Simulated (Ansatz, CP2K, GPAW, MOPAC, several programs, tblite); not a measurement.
**Many methods on one cell: CaO (wurtzite)**

CaO (wurtzite) (no longer in that coordination), relaxed with r2SCAN in Ansatz, was computed with several methods. It is hexagonal, P6_3/mmc (No. 194); a = 3.981 Å, c = 4.770 Å in the conventional setting, 16.37 Å³ an atom. Around Ca lie 5 O at 2.30–2.39 Å; around O lie 5 Ca at 2.30–2.39 Å. Simulation only: spin-unpolarised, and no claim that this is the phase found in nature.

```
Ca O
1.0
     3.98084    0.00000    0.00000
    -1.99042    3.44751    0.00000
     0.00000    0.00000    4.77044
Ca O
2 2
Direct
  0.33333 0.66667 0.93750
  0.66667 0.33333 0.43750
  0.33333 0.66667 0.43750
  0.66667 0.33333 0.93750
```

Gaps and times are for a single point on this cell; volume and bulk modulus come from each method's own relaxation or energy curve at fixed shape, which is too stiff where a cell has free coordinates or axes. Times are rough, from shared hosts (Arm Neoverse V1), and each method has its own mesh and cell size. A dagger marks a closed or tiny gap in a crystal that DFT finds insulating: a failure of the method or a wrong SCF state. A double dagger marks a value from a curve with shape and coordinates held. PM6 (MOPAC), PM7 (MOPAC), GFN1-xTB (tblite), GFN2-xTB (tblite) treat a cluster of cells at its zone centre, which samples few k points: where these miss a band edge, the gap comes out too large for that reason alone. Gaps from k meshes are read at a limited set of points (mesh, symmetry points, PBE's band edges), so each method's own least gap may be somewhat smaller. xTB and the PM methods were fitted mostly to molecules, and can miss a solid's gap by electronvolts. Minimal bases can be far off for gaps. GLLB-SC's gap includes the derivative discontinuity. d marks a direct gap, i an indirect one (no mark: not told apart), a dash a value that wasn't computed or didn't pass its checks.

```json
{"method": "light PBE (260 eV and a coarse mesh)", "kind": "light plane-wave", "gap (eV)": "3.15 d", "own volume (Å³/atom)": "–", "bulk modulus (GPa)": "–", "atoms computed": "4", "processor time": "1.1 s"}
{"method": "PM6 (MOPAC)", "kind": "semi-empirical", "gap (eV)": "6.89", "own volume (Å³/atom)": "–", "bulk modulus (GPa)": "–", "atoms computed": "72", "processor time": "2.9 s"}
{"method": "GFN1-xTB (tblite)", "kind": "tight binding", "gap (eV)": "0.07†", "own volume (Å³/atom)": "–", "bulk modulus (GPa)": "–", "atoms computed": "72", "processor time": "5.8 s"}
{"method": "PBE", "kind": "semilocal", "gap (eV)": "3.21 d", "own volume (Å³/atom)": "16.69", "bulk modulus (GPa)": "86‡", "atoms computed": "4", "processor time": "6.4 s"}
{"method": "GFN2-xTB (tblite)", "kind": "tight binding", "gap (eV)": "0.03†", "own volume (Å³/atom)": "–", "bulk modulus (GPa)": "–", "atoms computed": "72", "processor time": "9.3 s"}
{"method": "PBE/SZV (CP2K)", "kind": "small basis", "gap (eV)": "0.18 i", "own volume (Å³/atom)": "–", "bulk modulus (GPa)": "–", "atoms computed": "4", "processor time": "11 s"}
{"method": "r2SCAN", "kind": "semilocal", "gap (eV)": "3.63 d", "own volume (Å³/atom)": "16.37", "bulk modulus (GPa)": "94‡", "atoms computed": "4", "processor time": "19 s"}
{"method": "PBE/DZVP (CP2K)", "kind": "small basis", "gap (eV)": "3.28 d", "own volume (Å³/atom)": "16.99‡", "bulk modulus (GPa)": "83‡", "atoms computed": "4", "processor time": "24 s"}
{"method": "PM7 (MOPAC)", "kind": "semi-empirical", "gap (eV)": "2.75", "own volume (Å³/atom)": "–", "bulk modulus (GPa)": "–", "atoms computed": "72", "processor time": "27 s"}
{"method": "GLLB-SC (GPAW)", "kind": "model potential", "gap (eV)": "6.45", "own volume (Å³/atom)": "–", "bulk modulus (GPa)": "–", "atoms computed": "4", "processor time": "42 s"}
{"method": "PBE/single zeta (GPAW)", "kind": "small basis", "gap (eV)": "3.39 d", "own volume (Å³/atom)": "–", "bulk modulus (GPa)": "–", "atoms computed": "4", "processor time": "2.2 min"}
```

Against r2SCAN (3.63 eV) and with closed or daggered gaps left aside, the nearest gap at the points sampled is that of PBE/single zeta (GPAW) (-0.24 eV) and the farthest that of PBE/SZV (CP2K) (-3.45 eV). r2SCAN is only a yardstick of convenience: semilocal gaps usually lie below measured ones, which GLLB-SC and hybrids aim to mend.

Volumes against r2SCAN's: PBE +2.0 %.
